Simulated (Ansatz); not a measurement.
Crystal: I.

```
I
1.0
     3.63503   -2.39502    0.00000
     3.63503    2.39502    0.00000
     0.00000    0.00000    9.79344
I
4
Direct
  0.64930 0.35070 0.38440
  0.14930 0.85070 0.11560
  0.35070 0.64930 0.61560
  0.85070 0.14930 0.88440
```

Base run:

* Program: Ansatz 0.2.0
* Functional: PBE
* Potentials or basis: all-electron LAPW, scalar-relativistic
* Cutoff: 253 eV (chosen from the basis error)
* Basis error allowed: 0.002 eV/atom
* k mesh: 7 × 7 × 3
* Occupations: fermi-dirac, width 0.05 eV
* Spin: no spin polarisation

Its results: band gap on the k mesh 1.34 eV, indirect (least direct gap 1.43 eV); pressure 1.8 GPa; largest force 0.854 eV/Å.

Problem. The run is repeated on the same cell with these changes: functional from PBE to LDA. What comes out?

Solution. Band gap on the k mesh 1.24 eV, indirect (least direct gap 1.32 eV); pressure -0.9 GPa; largest force 0.724 eV/Å.

LDA binds more tightly than PBE, so the same cell stands under less pressure.

Caveats: spin-orbit coupling is left out, which moves the levels of the heavy elements.
